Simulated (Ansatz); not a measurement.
## NaCl: from Born charge to LO–TO splitting and polaron coupling

Computed with Ansatz, DFT LDA, scalar-relativistic, plane waves, PAW. Settings: 420 eV plane-wave cutoff, Γ-centred 8×8×8 mesh, fixed occupations. No spin polarisation. Phonons by linear response, acoustic sum rule imposed.

The cell is fixed (symmetry leaves no force on the atoms) and stands under 0.0 GPa:
Space group Pm-3m (No. 221). a = 3.368 Å, b = 3.368 Å, c = 3.368 Å, α = 90.00°, β = 90.00°, γ = 90.00°
```json
{"atom": "Na", "site": "1a", "symmetry": "m-3m", "x": "0.0000", "y": "0.0000", "z": "0.0000"}
{"atom": "Cl", "site": "1b", "symmetry": "m-3m", "x": "0.5000", "y": "0.5000", "z": "0.5000"}
```

The cell is the ideal cubic caesium chloride prototype; this isn't the usual structure of the compound.

Linear response gives ν_TO = 113.3 cm⁻¹, Born charges ±1.166 e (positive on Na) and ε∞ = 2.888. The primitive cell holds 38.218 Å³, and the masses are 22.990 and 35.450 amu.

Question: Find ν_LO and the static dielectric constant.

Answer: The long-wave field adds a restoring force: ω_LO² − ω_TO² = Z*²e²/(ε_vac ε∞ μV). In these units ν_LO² − ν_TO² = 4.92064×10⁷ Z*²/(μ V ε∞) cm⁻², with μ = m₁m₂/(m₁ + m₂) = 13.946 amu: 43484 cm⁻². So ν_LO = √(113.3² + 43484) = 237.3 cm⁻¹, and the run gives 237.3. Lyddane–Sachs–Teller then gives ε0 = ε∞ (ν_LO/ν_TO)² = 12.68, against 12.68 in the run (it forms both from the same three quantities, so the match checks the arithmetic only). Between ν_TO and ν_LO the dielectric function is negative and an undamped crystal reflects fully: a reststrahlen band from 42.1 to 88.3 μm.

Question: What do the Clausius–Mossotti polarisability and the Szigeti charge come to?

Answer: With the Lorentz local field, α = (3V/4π)(ε∞ − 1)/(ε∞ + 2) = 3.52 Å³ for the pair, and e_S = 3Z*/(ε∞ + 2) = 0.72 e. The Born charge includes the electrons' response to the dipole's own local field, and e_S takes that enhancement out. The Lorentz field assumes point-like polarisable ions, a fair picture at this small ε∞.

Question: How strongly does a slow electron couple to the LO mode?

Answer: For one isotropic parabolic band, Fröhlich's constant is α_F = (1/ε∞ − 1/ε0) √(m* Ry/ħω_LO), with Ry = 13.606 eV, ħω_LO = 29.4 meV and m* in free-electron masses: α_F = 0.2674 × 21.50 × √m* = 5.75 √m*. The band mass isn't part of this run; for m* = 0.1, 0.3 and 1 it gives 1.82, 3.15, 5.75. In weak coupling the polaron lies α_F ħω_LO below the band edge (93 meV at m* = 0.3) with a mass m*(1 + α_F/6); past α_F of about 5 or 6 that expansion fails. A semilocal functional's ε∞ tends to be too large, which taken alone lowers α_F.